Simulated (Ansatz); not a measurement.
**HgTe (Coloradoite) under changes of volume**

One of the cells (33.215 Å³/atom); the others are scaled copies at fixed shape and fractional positions:

```
Hg Te
1.0
     0.00000    3.21450    3.21450
     3.21450    0.00000    3.21450
     3.21450    3.21450    0.00000
Hg Te
1 1
Direct
  0.00000 0.00000 0.00000
  0.75000 0.75000 0.75000
```

| Quantity | Value |
| --- | --- |
| Program | Ansatz 0.2.0 |
| Functional | r2SCAN0 |
| Potentials or basis | Ansatz PAW |
| Cutoff | 500 eV (not typed: the program's choice for these potentials) |
| k mesh | 4 × 4 × 4 |
| Occupations | fermi-dirac, width 0.05 eV |
| Spin | no spin polarisation |

| volume (Å³/atom) | energy over the lowest point (meV/atom) | pressure (GPa) | gap on the mesh (eV) |
| --- | --- | --- | --- |
| 31.223 | ? | ? | ? |
| 31.887 | 40.31 | 4.8 | 1.02 |
| 32.551 | 23.02 | 3.5 | 0.96 |
| 33.215 | 10.86 | 2.3 | 0.89 |
| 33.880 | 3.36 | 1.3 | 0.82 |
| 34.544 | 0.00 | 0.3 | 0.76 |
| 35.208 | 0.29 | -0.5 | 0.70 |

Task: What does the run at 31.223 Å³/atom give?

Result: Energy over the lowest point 63.47 meV/atom; pressure 6.3 GPa; gap on the mesh 1.09 eV.

Worked out: A Birch-Murnaghan fit of order 3 (a polynomial in V^(-2/3)) to the other rows has its minimum at 34.81 Å³/atom with B0 = V·E''(V) = 44 GPa and B' = 5.0. It gives 63.44 meV/atom at 31.223 Å³/atom, against the run's 63.47, and -dE/dV = 6.3 GPa, against 6.3. A straight line through the other rows of the gap, of slope -3.27 eV per unit of ln V (its deformation potential), extrapolates to 1.09 eV, against the run's 1.09.

Energies are extrapolated to zero smearing.

Caveats: some runs use coarse meshes; spin-orbit coupling is left out, which moves the levels of the heavy elements; the PAW data sets come from PBE, with cores solved anew for the run's functional, which leaves a small shift of forces and pressure; the thresholds are loose for stress.
